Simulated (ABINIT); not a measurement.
Crystal: MnS.

```
CELL_PARAMETERS angstrom
0.00000 2.60450 2.60450
2.60450 0.00000 2.60450
2.60450 2.60450 0.00000
ATOMIC_POSITIONS crystal
Mn 0.00000 0.00000 0.00000
S 0.50000 0.50000 0.50000
```

Base run:

```yaml
Program: ABINIT 10.8.3 (patched build)
Functional: PBEsol
Potentials_or_basis: JTH PAW PBE v2.0
Cutoff: 544 eV
k_mesh: 7 × 7 × 7
Occupations: fermi-dirac, width 0.05 eV
Spin: collinear spin, ferromagnetic start
Starting_moments: "[4.0, 0.0] μB"
```

Its results: band gap on the k mesh none (metal or under the smearing width); net moment 4.66 μB per cell; site moments Mn +4.10; S +0.11 μB.

**Question.** The run is repeated on the same cell with these changes: k mesh from 7 × 7 × 7 to 5 × 5 × 5. What comes out?

**Answer.** Band gap on the k mesh none (metal or under the smearing width); net moment 4.56 μB per cell; site moments Mn +4.04; S +0.09 μB.

Caveats: some runs use coarse meshes; a cell with one magnetic atom can't hold antiferromagnetic order, which such compounds often take; semilocal functionals often make such compounds metallic where correlation or magnetic order opens a gap, which also shifts bond lengths.
